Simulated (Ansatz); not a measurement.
## Trial structures of Si3Ge2: starts and ends

These are results of Ansatz 0.2.0, DFT PBE, scalar-relativistic, plane waves, PAW, not measurements. Settings: cutoff 420 eV, Γ-centred meshes spaced at most about 0.3 Å⁻¹, and about 0.25 Å⁻¹ or finer for metals (2π included), Gaussian smearing. No spin polarisation in the final relaxations.

Each guess was relaxed in cell and atoms at zero pressure, within the symmetry of its start. Temperature and zero-point effects are left out. Coordination counts Ge atoms around Si (those within 1.25 times the shortest such distance or 1.15 times the sum of covalent radii; a plus sign parts nearer from farther groups; the shortest distance is added where it is long for a bond; a slash parts the counts of unlike sites). For orderings, «n of Z unlike» gives the unlike atoms among the Z nearest shared sites at the start, averaged over those sites.

| guess | made from | start group | V start (Å³/atom) | end group | V end (Å³/atom) | coordination at the end | gap on mesh (eV) | E over the lowest end (meV/atom) |
| --- | --- | --- | --- | --- | --- | --- | --- | --- |
| 1 | Si/Ge on fcc sites, 3.2 of 12 unlike | I4/mmm | 16.8 | I4/mmm | 16.7 | Si 2 from 3.6 Å/4 from 2.9 Å | 0 | 142 |
| 2 | Si/Ge on hcp sites, 2.4 of 12 unlike | P6_3/mmc | 16.8 | P6_3/mmc | 16.9 | Si 2 from 4.0 Å/3 from 2.8 Å | 0 | 162 |
| 3 | Si/Ge ordered on a cell of Si | P6/mmm | 16.8 | P6/mmm | 16.8 | Si 1/2+12 from 5.0 Å | 0 | 0 |
| 4 | Si/Ge on fcc sites, 4.8 of 12 unlike | R-3m | 16.8 | ? | ? | ? | ? | ? |

Guess 4 as it starts:

```
Si Ge
1.0
     1.43830    0.83040   11.74363
    -1.43830    0.83040   11.74363
     0.00000   -1.66080   11.74363
Si Ge
3 2
Direct
  0.50000 0.50000 0.50000
  0.30000 0.30000 0.30000
  0.70000 0.70000 0.70000
  0.10000 0.10000 0.10000
  0.90000 0.90000 0.90000
```

Problem. Predict the end of this guess and its energy over the lowest end.

Solution. It ends in the anti-tetradymite type, space group R-3m (No. 166), with a = 3.696 Å, c = 22.667 Å, 17.9 Å³/atom and no gap. It lies 5 meV/atom over the lowest end, within the noise of guess 3 and below guess 1. Counting Ge atoms around Si, this end has Si 3 from 2.7 Å/6 and the lowest (guess 3) has Si 1/2+12 from 5.0 Å.

```
CELL_PARAMETERS angstrom
1.84820 1.06706 7.55574
-1.84820 1.06706 7.55574
0.00000 -2.13412 7.55574
ATOMIC_POSITIONS crystal
Si 0.50000 0.50000 0.50000
Si 0.30741 0.30741 0.30741
Si 0.69259 0.69259 0.69259
Ge 0.10122 0.10122 0.10122
Ge 0.89878 0.89878 0.89878
```

Energies over the elements count from the elements' standard structures at the same level, with no fitted energy shifts.

Problem. Is the lowest end bound against the elements?

Solution. No: its formation energy is +0.33 eV/atom. The separate elements lie lower, so it is unstable against them.

The k mesh leaves some 4 meV/atom of noise in the energy of each metallic cell. No dispersion correction is applied, so the spacing and binding between layers, chains or molecules are poorly described (P6_3/mmc), and this can change margins and order among such cells. Cells relaxed within their symmetry can be saddle points. A lower structure may well exist outside this small set. Some candidate types were left out of the draw beforehand, so a known form may be missing.

The formation energy of +0.33 eV/atom says more about the structures sampled than about any aversion between Si and Ge. The two elements are isovalent, close in size and electronegativity, and mix in the diamond structure at little enthalpy cost. None of the completed ends is such a tetrahedral network. They are dense and gapless, akin to the metallic high-pressure forms of the elements, and probably pay mainly for the loss of directional sp³ bonds. The missing gap therefore doesn't carry over to ordinary Si–Ge alloys.

Guess 4 shows how relaxation can recover part of that bonding. Its cell expands, and the final coordinates place Si sheets of adjacent blocks within covalent reach of each other. Despite its tetradymite-related name, it is thus a connected framework rather than a van der Waals stack. This probably helps it fall well below guesses 1 and 2, whereas its order relative to guess 3 remains unresolved.
